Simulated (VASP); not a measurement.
## MnO: equation of state with PBE

The system is MnO.

```
CELL_PARAMETERS angstrom
2.97129 -1.71698 0.00000
2.97129 1.71698 0.00000
-1.98463 0.00000 2.81031
ATOMIC_POSITIONS crystal
Mn 0.50020 0.50020 0.50067
O 0.74980 0.74980 0.24934
```

The cell comes from a database or a generator and needn't be the stable form of this composition.

| Quantity | Value |
| --- | --- |
| Program | VASP 6.6.1 |
| Task | equation of state |
| Functional | PBE |
| Potentials or basis | VASP PAW PBE potentials, release 64 (Mn_pv, O) |
| Cutoff | 520 eV |
| k mesh | 9 × 9 × 9 |
| Occupations | fermi-dirac, width 0.05 eV |
| Spin | collinear spin, ferromagnetic start |
| Starting moments | [4.0, 0.0] μB |

```yaml
Equilibrium_volume: 13.89 Å³/atom
Bulk_modulus_at_fixed_shape_and_positions: 114 GPa
Pressure_derivative_of_the_bulk_modulus: "4.1 (rough: it moves with the points fitted)"
```

Energy against volume, from the lowest point:
```
volume (Å³/atom)  energy (meV/atom)
          13.477               4.12
          13.764               0.00
          14.050               0.25
          14.337               4.51
          14.624              12.40
          14.911              23.50
          15.197              37.48
```

All runs of the series together: 15 min on 1 thread of Intel(R) Xeon(R) 6975P-C (Granite Rapids) (shared host).

Caveat: the cell was scaled at fixed shape and fractional positions, which overstates the stiffness of a crystal with free parameters, most of all of layers and chains.
